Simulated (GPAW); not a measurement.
Write an ASE script for GPAW 26.7.0 that does the following.

- Task: dielectric tensor
- Functional: PBE
- Potentials or basis: GPAW PAW data sets (gpaw-data 1.2.1)
- Cutoff: 500 eV
- Basis: pw
- k mesh: 6 × 6 × 6
- Occupations: fermi-dirac, width 0.001 eV
- Spin: no spin polarisation
- Response ecut: 80 eV
- Maxiter: 150
- Response k mesh: 19 × 19 × 19
- Response bands: 25
- Kernels: ["RPA", "ALDA", "LR0.1"]
- Coarser k mesh: 13 × 13 × 13

The structure of GaSb lies in POSCAR:

```
GaSb
1.0
    0.0000000000      3.0590000000      3.0590000000
    3.0590000000      0.0000000000      3.0590000000
    3.0590000000      3.0590000000      0.0000000000
Sb Ga
1 1
Direct
    0.7500000000      0.7500000000      0.7500000000
    0.0000000000      0.0000000000      0.0000000000
```

One way to write it, as run:

run.py

```python
import numpy as np
from ase.dft.bandgap import bandgap
from ase.io import read, write
from gpaw import GPAW, PW
from gpaw.response.df import DielectricFunction

atoms = read('POSCAR')

calc = GPAW(mode=PW(500),
            xc='PBE',
            kpts={'size': (6, 6, 6), 'gamma': True},
            occupations={'name': 'fermi-dirac', 'width': 0.001},
            nbands=18,
            convergence={'density': 1e-06},
            maxiter=150,
            txt='gpaw.txt')
atoms.calc = calc
energy = atoms.get_potential_energy()
calc.write('gs.gpw')
write('result.traj', atoms)
print(f'Energy: {energy:.6f} eV')
print('Fermi level:', round(calc.get_fermi_level(), 4), 'eV')
print(f'Gap: {bandgap(calc)[0]:.4f} eV, direct: {bandgap(calc, direct=True)[0]:.4f} eV')

for size in [(13, 13, 13), (19, 19, 19)]:
    name = 'x'.join(str(n) for n in size)
    dense = calc.fixed_density(kpts={'size': size, 'gamma': True},
                               nbands=31, convergence={'bands': 25},
                               update_fermi_level=True, txt=f'dense-{name}.txt')
    dense.write(f'{name}.gpw', mode='all')
    df = DielectricFunction(f'{name}.gpw', frequencies=np.array([0.0]), hilbert=False, eta=0.001,
                            ecut=80, nbands=25, intraband=False, txt=f'df-{name}.txt')
    for xc in ['RPA', 'ALDA', 'LR0.1']:
        for direction in ['x', 'y', 'z', [0, 1, 1], [1, 0, 1], [1, 1, 0]]:
            e0, e = df.get_macroscopic_dielectric_constant(xc=xc, direction=direction)
            print(f'{name} {xc} {direction}: {e0:.4f} without, {e:.4f} with local fields')
```

Potentials or basis: GPAW PAW data sets (gpaw-data 1.2.1), pw.

The run is started by

```sh
$ OMP_NUM_THREADS=1 python run.py
```

It gave:

The band gap on the k mesh is 0.09 eV, direct. The electronic dielectric tensor (diagonal) is 189.60.

Caveat: the dielectric constant isn't converged in the k mesh; the gap is small at this level, which inflates the dielectric constant; the long-wavelength limit can be off by a per cent or two; spin-orbit coupling is left out, which moves the levels of the heavy elements; an odd mesh through Γ misses points on the zone boundary, where band edges often lie.

It took 5.2 min on 1 thread of Arm Neoverse V1, on a shared host, peak memory 1.3 GiB.
